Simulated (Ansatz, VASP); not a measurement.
**One calculation of SnGe2, two programs**

INCAR

```
SYSTEM = SnGe2
PREC = Accurate ; ENCUT = 520
EDIFF = 1E-7 ; ISMEAR = 0
SIGMA = 0.1 ; LREAL = .False.
LASPH = .True. ; NELM = 60
ALGO = Normal ; ISIF = 2
LWAVE = .False. ; LCHARG = .False.
NBANDS = 28
```

KPOINTS

```
regular mesh
0
Gamma
  6 6 6
  0 0 0
```

Contents of POSCAR:

```
SnGe2
1.0
    0.0000000000      3.0906417255      3.0906417255
    3.0906417255      0.0000000000      3.0906417255
    3.0906417255      3.0906417255      0.0000000000
Sn Ge
1 2
Direct
    0.0000000000      0.0000000000      0.0000000000
    0.7500000000      0.7500000000      0.7500000000
    0.2500000000      0.2500000000      0.2500000000
```

Input for Ansatz:

```yaml
crystal:
  lattice:
    - [0.0, 3.0906417255, 3.0906417255]
    - [3.0906417255, 0.0, 3.0906417255]
    - [3.0906417255, 3.0906417255, 0.0]
  atoms:
    - { symbol: Sn, position: [0.0, 0.0, 0.0] }
    - { symbol: Ge, position: [0.75, 0.75, 0.75] }
    - { symbol: Ge, position: [0.25, 0.25, 0.25] }
basis:
  ecutwfc: 420
kpoints:
  mp_grid: { grid: [6, 6, 6] }
hamiltonian:
  xc: lda
scf:
  occupations: { method: gaussian, width: 0.1 }
output:
  forces: true
  stress: true
  eigenvalues: true
```

The cell comes from a database or a generator and needn't be the stable form of this composition.

Alike in both runs: task single point; functional LDA; k mesh 6 × 6 × 6; occupations gaussian, width 0.1 eV; no spin polarisation.

|  | VASP | Ansatz |
| --- | --- | --- |
| version | VASP 6.6.1 | Ansatz 0.2.0 |
| potentials or method | VASP PAW LDA potentials, release 64 (Sn_d, Ge_d) | scalar-relativistic, plane waves, PAW |
| plane-wave cutoff (eV) | 520 | 420 |
| valence electrons in the cell | 42 | 42 |

```tsv
	VASP	Ansatz	Ansatz less VASP
gap on the k mesh at the Fermi level (eV)	none	none	-
pressure (GPa)	19.3	19.1	-0.22
```

A gap of «none» marks a metal or a gap that the smearing closes.

Caveats: so large a pressure means that the cell lies far from this level's equilibrium, or that cutoff or potentials fall short (VASP).
